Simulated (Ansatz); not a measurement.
## Pt (I4/mmm)

These are results of DFT PBE, scalar-relativistic, plane waves, PAW in Ansatz 0.2.0, not measurements.

Cutoff 420 eV; k points 26×26×26 on the computed 1-atom cell (Γ-centred); Gaussian smearing, width 0.10 eV; no spin polarisation.

The structure is relaxed at this level of theory with its symmetry kept, and needn't be the ground state of this composition.

```
CELL_PARAMETERS angstrom
-1.70028 1.70028 1.36794
1.70028 -1.70028 1.36794
1.70028 1.70028 -1.36794
ATOMIC_POSITIONS crystal
Pt 0.00000 0.00000 0.00000
```

- Space group: I4/mmm (No. 139)
- Volume per atom: 106.7 bohr³
- Energy over the standard state (uncorrected): +0.009 eV/atom
- Kohn–Sham band gap: none (metal)
- Density of states at the Fermi level: 1.2 states/eV per cell
- Orbital (Löwdin) character within 0.5 eV of the Fermi level: Pt 5d 93 %
- Bulk modulus: 239 GPa
- Its pressure derivative: 5.5
- Bader charge by site (e): Pt (1 in the cell) 0.00

Spin-orbit coupling is left out, which matters for the bands of heavy elements.

The cell was found from a structure generator's guess, not taken from experiment. Löwdin shares on free-atom orbitals overweight diffuse shells.
